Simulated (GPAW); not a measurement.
The Se K edge of atom 1 in CaSe (Fm-3m), with 6 Ca at 2.96 Å (octahedral, site symmetry m-3m), was computed in 2 ways: full core hole (charged cell) and no core hole. Program and functional: GPAW, LDA, Gaussian full width 2.33 eV up to 4 eV, rising linearly to 3.5 eV at 25 eV; cells of 2 and 12 atoms (the run without a hole in the smaller).

Each run is counted from its own lowest empty level or Fermi level and scaled to a mean of 1 over its first 20 eV.

```csv
E (eV),run 1,run 2
-2.0,0.00,0.00
-1.0,0.01,0.03
0.0,0.08,0.16
1.0,0.28,0.49
2.0,0.61,0.99
3.0,1.00,1.38
4.0,1.22,1.51
5.0,1.31,1.66
6.0,1.62,1.83
7.0,2.03,1.65
8.0,1.97,1.10
9.0,1.34,0.65
10.0,0.83,0.53
11.0,0.68,0.53
12.0,0.63,0.55
13.0,0.57,0.65
14.0,0.65,0.85
15.0,0.89,1.03
16.0,1.07,1.06
17.0,1.00,0.99
18.0,0.85,0.94
19.0,0.85,0.95
20.0,0.96,1.00
21.0,1.00,1.08
22.0,1.00,1.22
23.0,1.09,1.37
24.0,1.32,1.41
25.0,1.50,1.27
26.0,1.45,1.05
27.0,1.16,0.86
28.0,0.85,0.76
29.0,0.75,0.74
```

The database entry behind the starting cell differs from later determinations by our own check (0.1 to 0.3 % short, probably kX units), so it need not match the best structure at ambient conditions.

**Question.** Which run is which?

Run 1: no core hole (area from −2 to 6 eV 5.3, main maxima 7.4 eV (2.09), 16.2 eV (1.07) and 25.4 eV (1.52)). Run 2: full core hole (charged cell) (area from −2 to 6 eV 7.1, main maxima 6.2 eV (1.84), 15.6 eV (1.06) and 23.8 eV (1.41)). With each curve scaled to its own mean, the area from −2 to 6 eV with the hole is 7.1 against 5.3, and the centre of weight from −1 to 20 eV moves by -0.3 eV, while the pattern of peaks shifts by -1.2 eV: the hole pulls the absorber's empty states down.

[Banner, clock and machine lines of the logs are left out without a mark of their own.]

[Logs are printed without paths, hosts, clocks, repeated set-up lines and the standing remarks that a program may print on its own settings, such as how far it seeks lower states.]

[Hosts, paths, dates, database ids (printed as entryN), source tags and the programs' standing remarks are cut or masked in the printed files.]

[Lists of maxima count a maximum above −3 eV only where it reaches 4 % of the highest in the window and stands out from its surroundings by 2 % of it (1.5 % where it reaches 55 %); shoulders and weaker maxima are passed over, and of the rest the first, up to two pre-edge ones and the few strongest are named.]
